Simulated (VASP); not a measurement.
PbS (Galena): relaxation of cell and atoms with r2SCAN+D3(BJ)

The system is PbS (Galena).

```
Pb S
1.0
     0.00000    2.96575    2.96575
     2.96575    0.00000    2.96575
     2.96575    2.96575    0.00000
Pb S
1 1
Direct
  0.00000 0.00000 0.00000
  0.50000 0.50000 0.50000
```

| Item | Value |
| --- | --- |
| Program | VASP 6.6.1 |
| Task | relaxation of cell and atoms |
| Functional | r2SCAN |
| Dispersion | D3(BJ) |
| Potentials or basis | VASP PAW PBE potentials, release 64 (Pb_d, S) |
| Cutoff | 600 eV |
| k mesh | 8 × 8 × 8 |
| Occupations | gaussian, width 0.05 eV |
| Spin | no spin polarisation |
| Further INCAR settings | ALGO = Normal; EDIFF = 1e-06; IBRION = 2; EDIFFG = -0.02; NSW = 60; ISIF = 3 |

| Item | Value |
| --- | --- |
| Relaxed volume | 26.25 Å³/atom |
| Relaxed cell | a = 4.203 Å, b = 4.203 Å, c = 4.203 Å, α = 60.00°, β = 60.00°, γ = 60.00° |
| Space group after relaxing (to 0.05 Å) | Fm-3m (No. 225) |
| Energy gained by relaxing | 0.1 meV/atom |
| Ionic steps | 2 |
| Pressure after relaxing | -0.1 GPa |
| Band gap on the k mesh | 0.65 eV, direct |
| Dispersion energy per atom | -0.163 eV |

The path:
```csv
step,energy change (eV),largest force (eV/Å),pressure (GPa),volume (Å³)
1,0.0000,0.0000,0.27,52.17
2,-0.0002,0.0000,-0.06,52.50
```

Final structure:
```
Pb S
1.0
     0.00000    2.97203    2.97203
     2.97203    0.00000    2.97203
     2.97203    2.97203    0.00000
Pb S
1 1
Direct
  0.00000 0.00000 0.00000
  0.50000 0.50000 0.50000
```

Levels at points of the mesh, in eV from the valence-band top:
```
           k point  band 6  band 7  band 8  band 9  band 10  band 11  band 12  band 13  band 14
(0.00, 0.00, 0.00)  -14.15   -6.11   -2.30   -2.30    -2.30     5.54     5.54     5.54     7.15
(0.50, 0.00, 0.00)  -12.92   -9.07   -1.90   -1.90     0.00     0.65     2.20     2.20     9.16
(0.50, 0.50, 0.00)  -12.46   -7.35   -5.33   -3.57    -3.57     4.18     5.99     6.07     6.07
```

Wall time 2.5 min on 1 thread of Intel(R) Xeon(R) Platinum 8259CL CPU @ 2.50GHz (Skylake/Cascade Lake) (shared host), peak memory 0.24 GiB.

Caveat: the PAW data sets were made with another functional, which shifts forces and pressure a little; spin-orbit coupling is left out, which as a rule narrows the gap of such compounds by several tenths of an eV. Zero-point motion and thermal expansion aren't in these numbers.
